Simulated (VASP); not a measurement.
Crystal: Na.

```
Na
1.0
     3.76824    0.00000    0.00000
    -1.88412    3.26339    0.00000
     0.00000    0.00000    6.15479
Na
2
Direct
  0.33333 0.66667 0.75000
  0.66667 0.33333 0.25000
```

The cell was built by a generator and needn't be a form met in nature.

```yaml
Program: VASP 6.6.1
Task: relaxation of cell and atoms
Functional: PBE
Potentials_or_basis: VASP PAW PBE potentials, release 64 (Na_pv)
Cutoff: 600 eV
k_mesh: 6 × 6 × 4
Occupations: gaussian, width 0.05 eV
Spin: no spin polarisation
```

At the start: pressure -0.2 GPa; volume 37.84 Å³/atom.

Task: Where does the relaxation end?

Result: Over 3 steps the energy falls by 2.7 meV/atom and the volume is 36.94 Å³/atom (-2.4 %); space group P6_3/mmc (No. 194, to 0.05 Å).

Step by step:
| step | energy change (eV) | largest force (eV/Å) | pressure (GPa) | volume (Å³) |
| --- | --- | --- | --- | --- |
| 1 | 0.0000 | 0.0000 | -0.17 | 75.69 |
| 2 | -0.0023 | 0.0000 | -0.13 | 75.24 |
| 3 | -0.0053 | 0.0000 | 0.00 | 73.89 |

Final structure:
```cif
data_structure
_symmetry_space_group_name_H-M 'P 1'
_symmetry_Int_Tables_number 1
_cell_length_a 3.7823
_cell_length_b 3.7823
_cell_length_c 5.9638
_cell_angle_alpha 90.000
_cell_angle_beta 90.000
_cell_angle_gamma 120.000
_cell_volume 73.89
loop_
_atom_site_label
_atom_site_type_symbol
_atom_site_fract_x
_atom_site_fract_y
_atom_site_fract_z
_atom_site_occupancy
Na1 Na 0.33333 0.66667 0.75000 1
Na2 Na 0.66667 0.33333 0.25000 1
```
